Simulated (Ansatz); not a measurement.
**Band structure of Y**

```
Y
1.0
     0.00000    3.51897    3.51897
     3.51897    0.00000    3.51897
     3.51897    3.51897    0.00000
Y
2
Direct
  0.00000 0.00000 0.00000
  0.25000 0.25000 0.25000
```

Atoms are numbered in the order listed.

The structure comes from a relaxation in the same program, started in the diamond type, and has space group Fd-3m. Whether it is a known phase or the ground state wasn't checked.

The calculation used Ansatz 0.2.0, DFT, PBE, all-electron LAPW, scalar-relativistic.

Settings: a Γ-centred 9×9×9 k mesh, Fermi–Dirac smearing of 0.05 eV, basis error target 1 meV/atom, no spin polarisation.

Points in fractions of the reciprocal vectors of this cell: Γ (0, 0, 0), X (0.5, 0, 0.5), U (0.625, 0.25, 0.625), K (0.375, 0.375, 0.75), L (0.5, 0.5, 0.5), W (0.5, 0.25, 0.75). The path joins them by straight lines in the order Γ–X–U–K–Γ–L–W–X; legs that retrace an earlier one aren't tabulated. Energies are in eV from the Fermi level.

(1) Is there a gap?

(2) List the levels between -14 and 1 eV at the symmetry points.

Results:

(1) none: bands cross the Fermi level, a metal.

(2) 
Γ: -3.61, -0.04 (×2), 0.45 (×3)
X: -0.97 (×2), -0.14 (×2), 0.59 (×2)
U: -1.05, -0.75, -0.48, 0.11, 0.23
K: -1.05, -0.75, -0.48, 0.11, 0.23
L: -1.70, -0.64, -0.05 (×2), 0.49 (×2), 0.56
W: -0.94 (×2), -0.17 (×2)
